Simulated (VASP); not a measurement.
# BN (F-43m) in VASP: Born charges and dielectric tensor with PBE

Aim: the Born charges and dielectric tensor of BN with PBE.

Everything below comes from runs of VASP 6.6.1. Logs are shortened: lines on timing, memory, paths and dates and some standing lists are left out, and cuts for length are marked.

### Step 1. The structure

The structure is cubic, space group F-43m (No. 216). The conventional cell has a = 3.626 Å, b = 3.626 Å, c = 3.626 Å, α = 90.00°, β = 90.00°, γ = 90.00°. B (site symmetry -43m) has 4 N at 1.57 Å as nearest neighbours. N (site symmetry -43m) is surrounded by 4 B at 1.57 Å.

### Step 2. Born charges and dielectric tensor, PBE

INCAR reads:

```
SYSTEM = BN
PREC = Accurate ; ENCUT = 520
EDIFF = 1E-8 ; ISMEAR = 0
SIGMA = 0.02 ; LREAL = .FALSE.
LASPH = .TRUE. ; NELM = 80
ALGO = Fast ; ISIF = 2
LWAVE = .FALSE. ; LCHARG = .FALSE.
GGA = PE ; LEPSILON = .TRUE.
IBRION = 8 ; NSW = 1
```

KPOINTS reads:

```
Automatic mesh
0
G
  6 6 6
  0 0 0
```

POSCAR reads:

```
BN                                      
1.0
    0.0000000000      1.8127724699      1.8127724699
    1.8127724699      0.0000000000      1.8127724699
    1.8127724699      1.8127724699      0.0000000000
  B               N             
     1     1
Direct
     0.0000000000000000    0.0000000000000000    0.0000000000000000
     0.2500000000000000    0.2500000000000000    0.2500000000000000
```

Potentials or basis: VASP PAW PBE potentials, release 64 (B, N).

Run with:

```console
> cat potpaw_PBE.64/B/POTCAR potpaw_PBE.64/N/POTCAR > POTCAR
> mpirun -np 1 vasp_std > vasp.out
```

OUTCAR:

```text
SYSTEM = BN
   PREC = Accurate
   ENCUT = 520
   EDIFF = 1E-8
   ISMEAR = 0
   LREAL = .FALSE.
   LASPH = .TRUE.
   NELM = 80
   ISIF = 2
   GGA = PE
   LEPSILON = .TRUE.
   IBRION = 8
   NSW = 1

 ion  position               nearest neighbor table
   1  0.000  0.000  0.000-   2 1.57   2 1.57   2 1.57   2 1.57
   2  0.250  0.250  0.250-   1 1.57   1 1.57   1 1.57   1 1.57

  LATTYP: Found a face centered cubic cell.
 ALAT       =     3.6255449398

  Lattice vectors:

 A1 = (   0.0000000000,   1.8127724699,   1.8127724699)
 A2 = (   1.8127724699,   0.0000000000,   1.8127724699)
 A3 = (   1.8127724699,   1.8127724699,   0.0000000000)

Analysis of symmetry for initial positions (statically):
=====================================================================
 Subroutine PRICEL returns:
 Original cell was already a primitive cell.

 Routine SETGRP: Setting up the symmetry group for a
 face centered cubic supercell.

 Subroutine GETGRP returns: Found 24 space group operations
 (whereof 24 operations were pure point group operations)
 out of a pool of 48 trial point group operations.

The static configuration has the point symmetry T_d .

Analysis of symmetry for dynamics (positions and initial velocities):
=====================================================================
 Subroutine PRICEL returns:
 Original cell was already a primitive cell.

 Routine SETGRP: Setting up the symmetry group for a
 face centered cubic supercell.

 Subroutine GETGRP returns: Found 24 space group operations
 (whereof 24 operations were pure point group operations)
 out of a pool of 48 trial point group operations.

The dynamic configuration has the point symmetry T_d .

 Subroutine INISYM returns: Found 24 space group operations
 (whereof 24 operations are pure point group operations),
 and found     1 'primitive' translations

[... 400 lines left out ...]
     0.00000 -1.35697  0.02742

 MACROSCOPIC STATIC DIELECTRIC TENSOR (including local field effects in DFT)
 ------------------------------------------------------
           4.716597    -0.000000    -0.000000
           0.000000     4.716597     0.000000
          -0.000000    -0.000000     4.716597
 ------------------------------------------------------

 PIEZOELECTRIC TENSOR (including local field effects)  for field in x, y, z        (e  Angst)
          XX          YY          ZZ          XY          YZ          ZX
  --------------------------------------------------------------------------------
  x    -0.00000    -0.00000     0.00000     0.00000    -0.77669     0.00000
  y     0.00000     0.00000    -0.00000     0.00000     0.00000    -0.77669
  z    -0.00000     0.00000     0.00000    -0.77669     0.00000     0.00000

 PIEZOELECTRIC TENSOR (including local field effects)  for field in x, y, z        (C/m^2)
          XX          YY          ZZ          XY          YZ          ZX
  --------------------------------------------------------------------------------
  x    -0.00000    -0.00000     0.00000     0.00000    -1.04447     0.00000
  y     0.00000     0.00000    -0.00000     0.00000     0.00000    -1.04447
  z    -0.00000     0.00000     0.00000    -1.04447     0.00000     0.00000

 BORN EFFECTIVE CHARGES (including local field effects) (in |e|, cummulative output)
 ---------------------------------------------------------------------------------
 ion    1
    1     1.92579     0.00000     0.00000
    2     0.00000     1.92579     0.00000
    3     0.00000     0.00000     1.92579
 ion    2
    1    -1.92579     0.00000     0.00000
    2     0.00000    -1.92579     0.00000
    3     0.00000     0.00000    -1.92579

 INTERNAL STRAIN TENSOR FOR ION    2 for displacements in x,y,z  (eV/Angst):
          X           Y           Z          XY          YZ          ZX
  --------------------------------------------------------------------------------
  x    -0.00000    -0.00000    -0.00000     0.00000    -1.35697     0.00000
  y    -0.00000    -0.00000    -0.00000     0.00000     0.00000    -1.35697
  z    -0.00000    -0.00000    -0.00000    -1.35697     0.00000     0.00000

 SECOND DERIVATIVES (NOT SYMMETRIZED)
 ------------------------------------
               1X          1Y          1Z          2X          2Y          2Z
  1X   -23.736031    0.000000    0.000000   23.736031    0.000000    0.000000
  1Y     0.000000  -23.736031    0.000000    0.000000   23.736031    0.000000
  1Z     0.000000    0.000000  -23.736031    0.000000    0.000000   23.736031
  2X    23.739430    0.000000    0.000000  -23.739430    0.000000    0.000000
  2Y     0.000000   23.739430    0.000000    0.000000  -23.739430    0.000000
  2Z     0.000000    0.000000   23.739430    0.000000    0.000000  -23.739430

 Eigenvectors and eigenvalues of the dynamical matrix
 ----------------------------------------------------

   1 f  =   30.838039 THz   193.761113 2PiTHz 1028.646254 cm-1   127.535824 meV
             X         Y         Z           dx          dy          dz
      0.000000  0.000000  0.000000    -0.000000   -0.751165    0.000000
      0.906386  0.906386  0.906386     0.000000    0.660115    0.000000
[... 21 lines left out ...]
   6 f/i=    0.001095 THz     0.006878 2PiTHz    0.036516 cm-1     0.004527 meV
             X         Y         Z           dx          dy          dz
      0.000000  0.000000  0.000000     0.556800   -0.350501    0.053614
      0.906386  0.906386  0.906386     0.633599   -0.398846    0.061009

--------------------------------------------------------------------------------------------------------

 MACROSCOPIC STATIC DIELECTRIC TENSOR IONIC CONTRIBUTION
 ------------------------------------------------------
           2.372938     0.000000     0.000000
          -0.000000     2.372938    -0.000000
           0.000000    -0.000000     2.372938
 ------------------------------------------------------

 ELASTIC MODULI CONTR FROM IONIC RELAXATION (kBar)
 Direction    XX          YY          ZZ          XY          YZ          ZX
 --------------------------------------------------------------------------------
 XX          -0.0000     -0.0000     -0.0000     -0.0000     -0.0000     -0.0000
 YY          -0.0000     -0.0000     -0.0000     -0.0000     -0.0000     -0.0000
 ZZ          -0.0000     -0.0000     -0.0000     -0.0000     -0.0000     -0.0000
 XY          -0.0000     -0.0000     -0.0000     -8.9804     -0.0000      0.0000
 YZ          -0.0000     -0.0000     -0.0000     -0.0000     -8.9804      0.0000
 ZX          -0.0000     -0.0000     -0.0000      0.0000     -0.0000     -8.9804
 --------------------------------------------------------------------------------

 PIEZOELECTRIC TENSOR IONIC CONTR  for field in x, y, z        (C/m^2)
          XX          YY          ZZ          XY          YZ          ZX
  --------------------------------------------------------------------------------
  x     0.00000     0.00000     0.00000     0.00000     0.13736    -0.00000
  y     0.00000     0.00000     0.00000    -0.00000     0.00000     0.13736
  z     0.00000     0.00000     0.00000     0.13736     0.00000    -0.00000
```

Wall time 41 s (1 thread of Intel Xeon Platinum 8259CL at 2.50GHz (Skylake/Cascade Lake), shared host); peak memory 0.13 GiB.

Results:

| Item | Value |
| --- | --- |
| Band gap on the k mesh | 4.45 eV, indirect (least direct gap 8.78 eV) |
| Electronic dielectric tensor (diagonal) | 4.72 |
| Born charges (mean of the diagonal) | B +1.93; N -1.93 e |
| Highest phonon frequency at Γ, LO-TO splitting left out | 1029 cm⁻¹ |

Phonon frequencies in cm⁻¹ (negative: imaginary):
| q point | frequencies |
| --- | --- |
| (0.000, 0.000, 0.000) | 0 0 0 1029 1029 1029 |

Electronic dielectric tensor:
```
4.72 0.00 0.00
0.00 4.72 0.00
0.00 0.00 4.72
```

Born effective charge tensors (e):
atom 1, B
```
1.93 0.00 0.00
0.00 1.93 0.00
0.00 0.00 1.93
```
atom 2, N
```
-1.93  0.00  0.00
 0.00 -1.93  0.00
 0.00  0.00 -1.93
```

Caveat: the k mesh is coarse (spacing up to 0.50 Å⁻¹), so the values aren't converged.
